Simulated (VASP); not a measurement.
# Sb: single point with PBE

The system is Sb, a slab with vacuum.

```
Sb
1.0
     4.30840    0.00000    0.00000
    -2.15420    3.73118    0.00000
     0.00000    0.00000   19.50673
Sb
2
Cartesian
  0.0000 2.4875 10.5427
  0.0000 0.0000 8.9640
```

The slab is cut from a database's or a generator's crystal, which needn't be the stable form of the element.

```yaml
Program: VASP 6.6.1
Task: single point
Functional: PBE
Potentials_or_basis: VASP PAW PBE potentials, release 64 (Sb)
Cutoff: 520 eV
k_mesh: 12 × 12 × 1
Occupations: gaussian, width 0.05 eV
Spin: no spin polarisation
Dipole_correction: yes
Further_INCAR_settings: ALGO = Normal; EDIFF = 1e-07; NBANDS = 12
```

| Item | Value |
| --- | --- |
| Band gap on the k mesh | 1.12 eV, indirect (least direct gap 1.15 eV) |
| Ionisation potential of the upper face | 5.12 eV |

Levels at points of the mesh, in eV from the valence-band top:
| k point | band 2 | band 3 | band 4 | band 5 | band 6 | band 7 | band 8 | band 9 |
| --- | --- | --- | --- | --- | --- | --- | --- | --- |
| (0.00, 0.00, 0.00) | -5.91 | -0.17 | -0.17 | -0.02 | 1.12 | 2.65 | 2.65 | 4.65 |
| (0.50, 0.00, 0.00) | -7.54 | -2.45 | -1.48 | -1.00 | 1.65 | 2.89 | 3.59 | 5.45 |

It took 63 s on 1 thread of Intel(R) Xeon(R) Platinum 8559C (Emerald Rapids), on a shared host, peak memory 0.38 GiB.

Caveat: spin-orbit coupling is left out, which moves the levels of the heavy elements. PBE gaps usually lie below the measured ones, often by a third to a half.
